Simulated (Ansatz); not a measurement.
## Barrier of one jump, N in GaN

All numbers below come from Ansatz, DFT PBE, scalar-relativistic, plane waves, PAW. Settings: 420 eV cutoff, 3×3×3 k-mesh, Gaussian smearing of 0.02 eV, collinear spin.

Host crystal, relaxed:

```
Ga N
1.0
     0.00000    2.27424    2.27424
     2.27424    0.00000    2.27424
     2.27424    2.27424    0.00000
Ga N
1 1
Direct
  0.00000 0.00000 0.00000
  0.75000 0.75000 0.75000
```

In a supercell of 16 host sites, interstitial N hops to an equivalent place, moving 0.73 Å between the relaxed ends. Climbing-image nudged elastic band at fixed cell with images 0 (start) to 6 (end), the path measured over all atoms, converged to 0.05 eV/Å; the order of the saddle wasn't checked, and the small cell leaves errors of about a tenth of an eV.

Supercell rows in host cell vectors: 0 -2 2; 0 0 2; -2 0 2. N was set at (0.500, 0.500, 0.500) of the host cell.

At the relaxed start N has 1 N at 1.34 Å.

**Question.** How high is the barrier, and where does the atom pass?

**Answer.** 0.09 eV at image 3, where N has 1 N at 1.38 Å, 1 Ga at 1.83 Å, 2 Ga at 2.03 Å, 1 N at 2.54 Å, 2 N at 2.75 Å, 1 Ga at 2.86 Å.

Cost: 1 run of about 18 core-minutes, on Intel Xeon 6975P-C (Granite Rapids) (shared hosts).